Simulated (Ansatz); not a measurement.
# Be: which structure is lowest?

Method: Ansatz, DFT, PBE, plane waves (420 eV) with PAW, scalar-relativistic.

Each structure is relaxed within its own symmetry, so a high-lying one may be dynamically unstable.

```json
{"structure": "hcp", "ΔE (meV/atom)": "0", "V (Å³/atom)": "7.91", "cell": "a = 2.266 Å, c = 3.559 Å (c/a = 1.571)", "magnetic state": "spin not included"}
{"structure": "dhcp", "ΔE (meV/atom)": "34", "V (Å³/atom)": "7.90", "cell": "a = 2.255 Å, c = 7.178 Å (c/a = 3.183)", "magnetic state": "spin not included"}
{"structure": "fcc", "ΔE (meV/atom)": "82", "V (Å³/atom)": "7.88", "cell": "a = 3.158 Å", "magnetic state": "spin not included"}
{"structure": "bcc", "ΔE (meV/atom)": "102", "V (Å³/atom)": "7.83", "cell": "a = 2.501 Å", "magnetic state": "spin not included"}
{"structure": "A15", "ΔE (meV/atom)": "107", "V (Å³/atom)": "8.08", "cell": "a = 4.013 Å", "magnetic state": "spin not included"}
{"structure": "omega (AlB2-type)", "ΔE (meV/atom)": "190", "V (Å³/atom)": "8.07", "cell": "a = 3.570 Å, c = 2.193 Å (c/a = 0.614)", "magnetic state": "spin not included"}
{"structure": "simple cubic", "ΔE (meV/atom)": "1006", "V (Å³/atom)": "10.26", "cell": "a = 2.173 Å", "magnetic state": "spin not included"}
{"structure": "diamond", "ΔE (meV/atom)": "1637", "V (Å³/atom)": "14.70", "cell": "a = 4.899 Å", "magnetic state": "spin not included"}
```

ΔE counts from hcp.

Differences under about 8 meV lie within the error of the k-point mesh.
